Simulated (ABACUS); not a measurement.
Here is an ABACUS 3.10.1 calculation.

File INPUT:

```
INPUT_PARAMETERS
suffix              CaF2
calculation         scf
basis_type          pw
pseudo_dir          ./
symmetry            1
dft_functional      pbe
ecutwfc             84
pseudo_rcut         10
nspin               1
nbands              16
ks_solver           dav
smearing_method     fd
smearing_sigma      0.00367493
scf_thr             1e-08
scf_nmax            100
mixing_type         broyden
mixing_beta         0.7
cal_force           1
cal_stress          1
out_chg             1
out_pot             2
out_elf             1
```

Contents of STRU:

```
ATOMIC_SPECIES
Ca 40.0780 Ca.upf
F 18.9984 F.upf

LATTICE_CONSTANT
1.8897261246

LATTICE_VECTORS
0.0000000000 2.7310000000 2.7310000000
2.7310000000 0.0000000000 2.7310000000
2.7310000000 2.7310000000 0.0000000000

ATOMIC_POSITIONS
Direct

Ca
0.0
1
0.0183600000 -0.0073850000 -0.0106090000 1 1 1

F
0.0
2
0.7429940000 0.7543250000 0.7580690000 1 1 1
0.2524690000 0.2397480000 0.2418440000 1 1 1
```

Contents of KPT:

```
K_POINTS
0
Gamma
8 8 8 0 0 0
```

Potentials or basis: PseudoDojo NC SR 0.4.1 PBE standard, plane waves.

The run is started by

```sh
$ OMP_NUM_THREADS=1 mpirun -np 4 abacus > log
```

(1) Predict the pressure.

(2) Estimate the band gap on the k mesh.

(3) Estimate the largest force.

Results:

(1) 2.2 GPa.

(2) 7.30 eV, indirect (least direct gap 7.56 eV).

(3) 0.402 eV/Å.
